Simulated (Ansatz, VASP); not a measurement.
**CuI (Marshite): VASP beside Ansatz**

Aim: how closely do two programs agree when they are given the same cell, functional and k mesh? The cell is taken from a series of VASP runs on this material, whose earlier steps may have relaxed, scaled or displaced it; both programs get it as it stands.

Calculated with Ansatz 0.2.0; plane waves, with VASP 6.6.1 beside it; relaxation of cell and atoms at r2SCAN with rVV10.

## 1. Starting point

Symmetry: F-43m, No. 216, cubic system. The conventional cell has a = 5.983 Å, b = 5.983 Å, c = 5.983 Å, α = 90.00°, β = 90.00°, γ = 90.00°. Nearest to I lie 4 Cu at 2.59 Å. Nearest to Cu lie 4 I at 2.59 Å. Farther neighbours and most contacts between anions are not listed.

## 2. Ansatz: relaxation of cell and atoms, r2SCAN with rVV10

Ansatz runs on its default PAW (the set named soft_2) files.

The relaxed volume is the usual yardstick between codes: its relative difference is about their pressure difference at one cell divided by the bulk modulus.

File input.yaml:

```yaml
crystal:
  lattice:
    - [0.0, 2.9915341833, 2.9915341833]
    - [2.9915341833, 0.0, 2.9915341833]
    - [2.9915341833, 2.9915341833, 0.0]
  atoms:
    - { symbol: I, position: [0.0, 0.0, 0.0] }
    - { symbol: Cu, position: [0.75, 0.75, 0.75] }
hamiltonian:
  xc: r2scan
  pseudopotentials: { kind: paw }
  dispersion: rvv10
kpoints:
  mp_grid: { grid: [6, 6, 6] }
scf:
  occupations: { method: gaussian, width: 0.03 }
relax:
  f_tol: 0.01
  max_steps: 60
  cell: { stress_tol: 0.05 }
output:
  forces: true
  stress: true
```

Run with:

```bash
$ ansatz run input.yaml --threads 4 --pin off --max-ram 9216MiB --backend cpu --events-out ev --progress --plain --runs-dir out
```

Numbers of over 12 decimals in the logs are rounded to 6 here.

What it wrote:

```text
Engine: ansatz 0.2.0, aarch64-unknown-linux-gnu
Pseudopotentials: kind: paw
Pseudopotential: I, paw, valence charge 17, recommended cutoff 500 eV (meta_gga), I.paw.azcp
Pseudopotential: Cu, paw, valence charge 19, recommended cutoff 500 eV (meta_gga), Cu.paw.azcp
Functional definition: r2SCAN+rVV10
  parameter k0 = 0.174
  parameter k1 = 0.065
  parameter a1 = 4.9479
  exchange = r2scan_x(k0 = k0, k1 = k1, a1 = a1)
  correlation = r2scan_c + rvv10(11.95, 0.0093)
Crystal: 2 atoms, lattice volume = 53.544 Å³
Basis set: ecut = 500 eV, 1363 PW (Γ), exchange–correlation on 144×144×144 points (64 copies of the dense FFT grid, shifted against one another)
Bands: 22, of which v1, the nominal top of the filled ones, is band 18 counted from 1 (17 counted from 0)
Symmetry: 24 space group operations
Space group: F-43m (ITA 216), of the structure as read, at distance tolerance 3.8e-5 Å
k-points: 16 of 216 (time reversal used)
Non-local potential: I, projectors of the file, l = 0: 2, l = 1: 2, l = 2: 2, l = 3: 2
Non-local potential: Cu, projectors of the file, l = 0: 3, l = 1: 2, l = 2: 3, l = 3: 1
PAW form: soft (Blöchl's): semilocal exchange-correlation on the pseudo side does not see the compensation charge
rVV10 density: all electrons in the spheres
PAW frozen core: I, regenerated for the run's functional (the file was generated under x = pbe(κ = 0.804, μ = 0.219515), c = pbe(β = 0.066725))
PAW frozen core: Cu, regenerated for the run's functional (the file was generated under x = pbe(κ = 0.804, μ = 0.219515), c = pbe(β = 0.066725))
PAW one-centre angular grid: I, 590 points (default); XC on 160 Gauss nodes
PAW one-centre angular grid: Cu, 590 points (default); XC on 160 Gauss nodes
Initial density: superposition of atomic densities (neutral atoms: chi_scale 0, normalization atom), corrected by the library's trained network
Initial wavefunctions: pseudopotential atomic-orbital guess
Functional: x = r2scan, c = r2scan + rvv10(b = 11.95, C = 0.0093); τ floored in thin density (d = 2e-4 eV/Å³)
SCF iter   1: F=—  HF=-14156.488830 eV  |F-HF|=—  |Δ(HF+E_count)|=         —  Δρ=2.18e-2  dr2=1.50e-1  dr2_τ=1.12e-3  ethr=1.77e-3  ⟨swp⟩=6.1  Hψ=1715  notcnv=0
preconditioner: auto → none  [insulator: Δε(μ)=1.844 eV  Ē_g=9.788 eV  σ=0.030 eV  W_gap=1.00  n_scr=14 (ndim 8)  ℏωp=21.5 eV  f_vac=0.162  D(μ)=0.00/eV (n_scr^D=0)  ε∞_Penn≈5.8]
SCF iter   2: F=—  HF=-14156.528801 eV  |F-HF|=—  |Δ(HF+E_count)|=   4.00e-2  Δρ=2.55e-2  dr2=2.35e-1  dr2_τ=1.32e-3  ethr=4.18e-4  ⟨swp⟩=3.0  Hψ=892  notcnv=0
SCF iter   3: F=—  HF=-14156.470222 eV  |F-HF|=—  |Δ(HF+E_count)|=   5.86e-2  Δρ=2.39e-3  dr2=3.26e-3  dr2_τ=6.69e-5  ethr=4.18e-4  ⟨swp⟩=2.0  Hψ=600  notcnv=0
SCF iter   4: F=—  HF=-14156.469423 eV  |F-HF|=—  |Δ(HF+E_count)|=   7.99e-4  Δρ=1.17e-3  dr2=5.15e-4  dr2_τ=3.26e-6  ethr=9.05e-6  ⟨swp⟩=2.0  Hψ=571  notcnv=0
SCF iter   5: F=—  HF=-14156.469297 eV  |F-HF|=—  |Δ(HF+E_count)|=   1.26e-4  Δρ=4.27e-4  dr2=6.55e-5  dr2_τ=1.60e-7  ethr=1.43e-6  ⟨swp⟩=2.0  Hψ=429  notcnv=0
SCF iter   6: F=—  HF=-14156.469285 eV  |F-HF|=—  |Δ(HF+E_count)|=   1.20e-5  Δρ=3.71e-5  dr2=4.95e-7  dr2_τ=2.06e-8  ethr=1.82e-7  ⟨swp⟩=2.0  Hψ=454  notcnv=0
SCF iter   7: F=-14156.469285 eV  HF=-14156.469285 eV  |F-HF|=5.17e-10  |Δ(HF+E_count)|=   6.16e-8  Δρ=4.20e-6  dr2=7.74e-9  dr2_τ=2.08e-10  ethr=2.78e-10  ⟨swp⟩=5.0  Hψ=1342  notcnv=0
SCF 1 converged in 7 iterations: F = -14156.469285 eV  dr2 = 7.74e-9
  greatest PAW one-centre occupation: 1.000 electrons in one spin orbital (limit 2), on the Cu atom at site 1 (counted from 0), in its partial waves of l = 0
relax step   1: F+E_penalty+E_count = -14156.46928514 eV  Δ(F+E_penalty+E_count) = +0.000e0 eV  max|allowed force component| = 5.320e-17 eV/Å  Δτ_max = 0.0000 Å  P = -0.063 GPa  Ω = 53.544 Å³  (7 SCF iters, dr2 threshold 1.00e-7 eV, accepted)
[...]
relax step   2: F+E_penalty+E_count = -14156.46931984 eV  Δ(F+E_penalty+E_count) = -3.469e-5 eV  max|allowed force component| = 1.388e-17 eV/Å  Δτ_max = 0.0000 Å  P = -0.001 GPa  Ω = 53.475 Å³  energy of the carried Pulay correction = +2.094e-5 eV  (5 SCF iters, dr2 threshold 9.82e-9 eV, accepted)
[...]
relax step   3: F+E_penalty+E_count = -14156.46929072 eV  Δ(F+E_penalty+E_count) = +2.912e-5 eV  max|allowed force component| = 9.252e-18 eV/Å  Δτ_max = 0.0000 Å  P = -0.001 GPa  Ω = 53.475 Å³  stress off target by 1.27e-3 GPa  SCF on the basis re-selected at this cell (its energy is not comparable with the rows above)  (6 SCF iters)
basis re-selected at this cell: Δ(F+E_penalty+E_count) = +2.912e-5 eV, ΔP = -0.000 GPa vs the last step (what re-selecting the basis moved, of the pressure what is left beyond the Pulay correction that the steps carried, after the strain that the cell walked since its last selection, with what the two solves' SCF thresholds leave and, on support functions, any second-order correction that the steps lacked; it is no m [...]
SCF converged after 6 iterations
Free energy (F): -14156.469291 eV
Harris-Foulkes:  -14156.469291 eV  (|F-HF|=7.28e-12)
Internal energy: -14156.469291 eV  (E = F + TS)
E sigma→0 (E₀):  -14156.469291 eV
Fermi energy:    9.400009 eV
--- Per-component energies (eV) ---
  E_band       = -890.770232
  E_kinetic    = 489.312564
  E_local      = -7535.744268  (includes V_loc(G=0)·N_el)
  E_nonlocal   = 320.134296
  E_hartree    = 3511.442779
  E_xc         = -199.119642
  E_vxc        = -259.508563  (∫ρ·V_xc dr)
  E_paw        = -6530.818459  (= ΣΔE_a)
  E_vpaw       = -944.435095  (= ΣTr[D̂ρ^β])
  E_aug_tail   = 0.000067  (compensation charges beyond the density's cutoff)
  E_vtau       = 16.585356  (kinetic-family band-sum trace: ∫τ·v_τ [+ j·A + Jᵃ·Aᵃ] dr)
  E_ewald      = -4211.448572
  E_core_change = -0.228055  (= ΣΔE_core)
  E_smearing   = -0.000000  (= −TS)
  E_closure    = 0.000000  (closes the sum)
  Σ components = -14156.469291   (vs F -14156.469291, Δ=0.00e0)
--- Forces (eV/Å), atoms counted from 1 ---
  atom   1  I      0.00000000     0.00000000     0.00000000
  atom   2  Cu     0.00000000     0.00000000     0.00000000
  max |Σ_I F_I| component: 4.74e-17 eV/Å
--- Stress (GPa, compression-positive) ---
       -0.001270      -0.000000      -0.000000
       -0.000000      -0.001270       0.000000
       -0.000000      -0.000000      -0.001270
  P = ⅓ Tr σ = -0.0013 GPa (-0.013 kbar)
--- Relaxed structure (2 steps of the walk, 2 accepted, 1 SCFs on fresh bases) ---
  F+E_penalty+E_count = -14156.46929072 eV   max|allowed force component| = 9.252e-18 eV/Å   (the final SCF, on the basis selected at the relaxed cell)
  cell:  # Å, volume = 53.4748 Å³
    - [0, 2.990242, 2.990242]
    - [2.990242, 0, 2.990242]
    - [2.990242, 2.990242, 0]
  atoms:
    - { symbol: I, position: [0, 0, 0] }
    - { symbol: Cu, position: [0.750000, 0.750000, 0.750000] }
```

It took 6.7 s on 4 threads of Arm Neoverse V2, shared host; peak memory 0.56 GiB; 23 s of CPU time.

[end of part 1 of 2]

[Lines on the potential files, build, host, timing and source positions are cut from VASP's logs without a mark.]

[Logs are printed without paths, hosts, clocks, repeated set-up lines and the standing remarks that a program may print on its own settings, such as how far it seeks lower states.]

[Hosts, paths, dates, database ids (printed as entryN), source tags and the programs' standing remarks are cut or masked in the printed files.]
